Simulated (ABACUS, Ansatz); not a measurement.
This is a calculation of Te2Mo for ABACUS 3.10.1. Atoms were shifted at random by some hundredths of an Å from the given cell, which wasn't relaxed again for these runs. 

INPUT

```
INPUT_PARAMETERS
suffix              Te2Mo
calculation         scf
basis_type          pw
pseudo_dir          ./
symmetry            1
dft_functional      pbesol
ecutwfc             83
pseudo_rcut         7
nspin               1
nbands              56
ks_solver           dav
smearing_method     fd
smearing_sigma      0.00367493
scf_thr             1e-08
scf_nmax            100
mixing_type         broyden
mixing_beta         0.7
cal_force           1
cal_stress          1
kpar                4
```

STRU

```
ATOMIC_SPECIES
Te 127.6000 Te.upf
Mo 95.9500 Mo.upf

LATTICE_CONSTANT
1.8897261246

LATTICE_VECTORS
6.3616090156 0.0000000000 0.0000000000
0.0000000000 3.4804030600 0.0000000000
-0.0857412231 0.0000000000 36.1758904685

ATOMIC_POSITIONS
Direct

Te
0.0
4
0.4329200000 0.7510310000 0.5407650000 1 1 1
0.5749750000 0.2575770000 0.4590390000 1 1 1
0.9171280000 0.2519140000 0.5567750000 1 1 1
0.0794400000 0.7373410000 0.4438280000 1 1 1

Mo
0.0
2
0.1841300000 0.2597480000 0.4974690000 1 1 1
0.8177650000 0.7506720000 0.5017880000 1 1 1
```

The input KPT:

```
K_POINTS
0
Gamma
4 8 1 0 0 0
```

Potentials or basis: PseudoDojo NC SR 0.4.1 PBEsol standard, plane waves.

Command:

```bash
$ OMP_NUM_THREADS=1 mpirun -np 4 abacus > log
```

Task: Translate it to Ansatz 0.2.0. Potentials or basis there: all-electron LAPW, scalar-relativistic.

Result: As run (cutoffs and basis follow the program's own potentials, and thresholds, step limits or extra output files can differ):

Contents of input.yaml:

```yaml
crystal:
  lattice:
    - [6.3616090156, 0.0, 0.0]
    - [0.0, 3.48040306, 0.0]
    - [-0.0857412231, 0.0, 36.1758904685]
  atoms:
    - { symbol: Te, position: [0.43292, 0.751031, 0.540765] }
    - { symbol: Te, position: [0.574975, 0.257577, 0.459039] }
    - { symbol: Te, position: [0.917128, 0.251914, 0.556775] }
    - { symbol: Te, position: [0.07944, 0.737341, 0.443828] }
    - { symbol: Mo, position: [0.18413, 0.259748, 0.497469] }
    - { symbol: Mo, position: [0.817765, 0.750672, 0.501788] }
kpoints:
  mp_grid: { grid: [4, 8, 1] }
scf:
  occupations: { method: fermi_dirac, width: 0.05 }
hamiltonian:
  xc: pbesol
  pseudopotentials: { kind: all_electron, lapw: { basis_error: 0.001 } }
output:
  forces: true
  stress: true
  eigenvalues: true
  populations: true
```

Potentials or basis: all-electron LAPW, scalar-relativistic.

Launch:

```sh
$ ansatz run input.yaml --threads 4 --pin off --max-ram 12288MiB --backend cpu --events-out ev --progress --plain --runs-dir out
```

Both were run:

|  | ABACUS | Ansatz |
| --- | --- | --- |
| Largest force | 0.637 eV/Å | 0.638 eV/Å |

Where Ansatz's input types no cutoff or centring, it takes its own default and a Γ-centred mesh.
